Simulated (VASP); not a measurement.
The system is KTaO3.

```xyz
5
Lattice="3.9883 0.0000 0.0000 0.0000 3.9883 0.0000 0.0000 0.0000 3.9883" Properties=species:S:1:pos:R:3 pbc="T T T"
Ta    0.0000    0.0000    0.0000
K     1.9942    1.9942    1.9942
O     0.0000    0.0000    1.9942
O     0.0000    1.9942    0.0000
O     1.9942    0.0000    0.0000
```

```yaml
Program: VASP 6.6.1
Task: single point
Functional: PBEsol
Potentials_or_basis: VASP PAW PBE potentials, release 64 (Ta_pv, K_sv, O)
Cutoff: 520 eV
k_mesh: 7 × 7 × 7
Occupations: fermi-dirac, width 0.05 eV
Spin: no spin polarisation
```

On this cell: pressure 0.3 GPa; largest force zero by symmetry; band gap on the k mesh 2.14 eV, indirect (least direct gap 2.71 eV).

The same run follows on a disturbed copy (atoms moved at random, drawn with an rms of 0.05 Å):

```
Ta K O
1.0
     3.98830    0.00000    0.00000
     0.00000    3.98830    0.00000
     0.00000    0.00000    3.98830
Ta K O
1 1 3
Direct
  0.99121 0.00637 0.98683
  0.50867 0.49778 0.52255
  0.99651 0.00103 0.48991
  0.00047 0.50424 0.00177
  0.49541 0.00732 0.99587
```

What changes?

The energy moves by +10.1 meV/atom; pressure 0.5 GPa; largest force 0.576 eV/Å; band gap on the k mesh 2.15 eV, indirect (least direct gap 2.72 eV).

Forces in eV/Å, atoms in the order of the input:
```
Ta   0.163 -0.084  0.313
K   -0.239  0.126 -0.509
O   -0.007  0.036  0.450
O   -0.066 -0.014 -0.174
O    0.148 -0.065 -0.080
```

Stress tensor (GPa, compression positive):
```
 0.56 -0.06  0.23
-0.06  0.45 -0.18
 0.23 -0.18  0.37
```

Caveats: the PAW data sets were made with another functional, which shifts forces and pressure a little; spin-orbit coupling is left out, which moves the levels of the heavy elements; an odd mesh through Γ misses points on the zone boundary, where band edges often lie.
